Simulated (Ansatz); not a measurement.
Bulk crystal (TaN) after relaxation:

```
CELL_PARAMETERS angstrom
2.92399 0.00000 0.00000
-1.46199 2.53225 0.00000
0.00000 0.00000 2.87073
ATOMIC_POSITIONS crystal
Ta 0.33333 0.66667 0.50000
N 0.00000 0.00000 0.00000
```

Miller indices refer to the conventional cell of P-6m2 (No. 187), a = 2.924 Å, b = 2.924 Å, c = 2.871 Å, α = 90.00°, β = 90.00°, γ = 120.00°.

The (201) slab of 10 planes, 10.6 Å thick with 15 Å of vacuum as cut; outer planes TaN (top) and TaN (bottom).

Computed with Ansatz 0.2.0, DFT PBEsol, scalar-relativistic, plane waves, PAW. Settings: cutoff 420 eV, Γ-centred mesh 12×6×1 on the computed 20-atom cell, Gaussian smearing of 0.10 eV; no spin polarisation. A dipole correction removes the field between periodic images along c.

Results for the relaxed slab:

```json
{
 "Surface energy (mean of both faces)": "3.26 J/m²",
 "Work function": "4.26 eV (top), 4.03 eV (bottom)",
 "Dipole of the slab along +c, per cell": "-0.02 e·Å"
}
```

Relaxation lowers the energy by 0.404 J/m² a face; the largest move is 0.234 Å.

| plane (bottom to top) | atoms | spacing to next, bulk (Å) | relaxed (Å) | change (%) | rumpling (Å) |
| --- | --- | --- | --- | --- | --- |
| 1 | TaN | 1.158 | 0.984 | -15.0 | 0.068 |
| 2 | TaN | 1.158 | 1.204 | +3.9 | 0.084 |
| 3 | TaN | 1.158 | 1.121 | -3.3 | 0.207 |
| 4 | TaN | 1.158 | 1.184 | +2.2 | 0.195 |
| 5 | TaN | 1.158 | 1.147 | -1.0 | 0.187 |
| 6 | TaN | 1.158 | 1.167 | +0.7 | 0.183 |
| 7 | TaN | 1.158 | 1.143 | -1.3 | 0.227 |
| 8 | TaN | 1.158 | 1.212 | +4.6 | 0.155 |
| 9 | TaN | 1.158 | 1.016 | -12.3 | 0.225 |
| 10 | TaN |  |  |  | 0.197 |

Spin-orbit coupling is left out, which matters for the bands of heavy elements.

The reference crystal is a form of TaN, which isn't its usual structure.